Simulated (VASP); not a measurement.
Here is a VASP 6.6.1 calculation.

INCAR

```
PREC = Accurate ; ENCUT = 520
EDIFF = 1E-6 ; ISMEAR = 0
SIGMA = 0.02 ; LREAL = F
LASPH = T ; NELM = 60
ALGO = Normal ; ISIF = 2
LWAVE = F ; LCHARG = F
GGA = PE ; LORBIT = 10
```

Contents of KPOINTS:

```
regular mesh
0
Gamma
  10 10 5
```

Contents of POSCAR:

```
CuO
1.0
    2.3418500000     -1.7113000000      0.0000000000
    2.3418500000      1.7113000000      0.0000000000
   -0.8500274268      0.0000000000      5.0578693947
Cu O
2 2
Direct
    0.5000000000      0.0000000000      0.5000000000
    0.0000000000      0.5000000000      0.0000000000
    0.4184000000      0.5816000000      0.7500000000
    0.5816000000      0.4184000000      0.2500000000
```

Potentials or basis: VASP PAW PBE potentials, release 64 (Cu, O).

Run with:

```bash
$ cat potpaw_PBE.64/Cu/POTCAR potpaw_PBE.64/O/POTCAR > POTCAR
$ mpirun -np 1 vasp_std > vasp.out
```

(1) Estimate the largest force.

(2) Predict the band gap on the k mesh.

Results:

(1) 0.218 eV/Å.

(2) none (metal or under the smearing width).

Caveat: the run has no spin polarisation, though such a crystal can be magnetic; semilocal functionals often make such compounds metallic where correlation or magnetic order opens a gap, which also shifts bond lengths.
